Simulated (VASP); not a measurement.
Here is a VASP 6.6.1 calculation.

INCAR

```
PREC = Accurate ; ENCUT = 520
EDIFF = 1E-6 ; ISMEAR = 0
SIGMA = 0.05 ; LREAL = False
LASPH = True ; NELM = 60
ALGO = Normal ; ISIF = 2
LWAVE = False ; LCHARG = False
LDIPOL = True ; IDIPOL = 3
DIPOL = 0.5 0.5 0.500 ; GGA = PE
IVDW = 4 ; IBRION = 2
NSW = 60 ; EDIFFG = -0.005
```

The input KPOINTS:

```
regular mesh
0
Gamma
  9 9 1
```

File POSCAR:

```
Hg
1.0
    3.6057960290      0.0000000000      0.0000000000
    1.7995193020      3.1246592269      0.0000000000
    0.0000000000      0.0000000000     23.4440744872
Hg
4
Selective dynamics
Direct
    0.3343437984      0.3343437984      0.3199102615  F F F
    0.6692523297      0.6692523297      0.4410345604  F F F
    0.3337790654      0.3337790654      0.5589654396  T T T
    0.6686875968      0.6686875968      0.6800897385  T T T
```

Potentials or basis: VASP PAW PBE potentials, release 64 (Hg).

Launch:

```sh
$ cat potpaw_PBE.64/Hg/POTCAR > POTCAR
$ mpirun -np 1 vasp_std > vasp.out
```

Problem. Predict the dispersion energy per atom.

Solution. -0.221 eV.

Problem. What does it give for the band gap on the k mesh?

Solution. 1.25 eV, indirect (least direct gap 1.68 eV).

The path:
```
step  energy change (eV)  largest force (eV/Å)  pressure (GPa)
   1              0.0000                0.0891           -0.67
   2             -0.0002                0.0886           -0.67
   3             -0.0009                0.0892           -0.66
   4             -0.0022                0.0889           -0.65
   5             -0.0043                0.0883           -0.64
   6             -0.0064                0.0869           -0.59
   7              0.0000                0.1350           -0.46
   8             -0.0040                0.1073           -0.51
   9             -0.0053                0.0860           -0.50
  10             -0.0044                0.0968           -0.46
  11             -0.0050                0.0898           -0.46
```

Caveat: spin-orbit coupling is left out, which moves the levels of the heavy elements.
